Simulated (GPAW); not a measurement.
Rh: equation of state with BP86+D3(BJ)

**What was measured.**

“Thermal equation of state of rhodium characterized by XRD in a resistively heated diamond anvil cell”, 2024, pmc:11535440 quotes, for a bulk crystal of Rh: bulk modulus 264 ± 1 GPa.

Crystal: Rh.

```
Rh
1.0
     0.00000    1.89785    1.89785
     1.89785    0.00000    1.89785
     1.89785    1.89785    0.00000
Rh
1
Direct
  0.00000 0.00000 0.00000
```

```
Program             : GPAW 26.7.0
Task                : equation of state
Functional          : BP86
Dispersion          : D3(BJ)
Potentials or basis : PAW data sets generated in the run's folder for this functional
Cutoff              : 600 eV
Basis               : pw
k mesh              : 12 × 12 × 12
Occupations         : fermi-dirac, width 0.05 eV
Spin                : no spin polarisation
```

```
Equilibrium volume                      : 13.28 Å³/atom
Bulk modulus                            : 308 GPa
Pressure derivative of the bulk modulus : 5.2
```

Energy against volume, from the lowest point:
| volume (Å³/atom) | energy (meV/atom) |
| --- | --- |
| 12.851 | 13.66 |
| 13.125 | 1.06 |
| 13.398 | 0.00 |
| 13.671 | 9.34 |
| 13.945 | 27.72 |
| 14.218 | 54.04 |
| 14.492 | 87.33 |

It took 50 s on 1 thread of Intel(R) Xeon(R) Platinum 8488C (Sapphire Rapids), on a shared host, peak memory 0.22 GiB.

Against the measured bulk modulus of Rh, 264 GPa (quoted in “Thermal equation of state of rhodium characterized by XRD in a resistively heated diamond anvil cell”, 2024, pmc:11535440), the calculated 308 GPa is off by +16.8 %. The fit is for a static lattice scaled at fixed shape and fixed fractional positions.
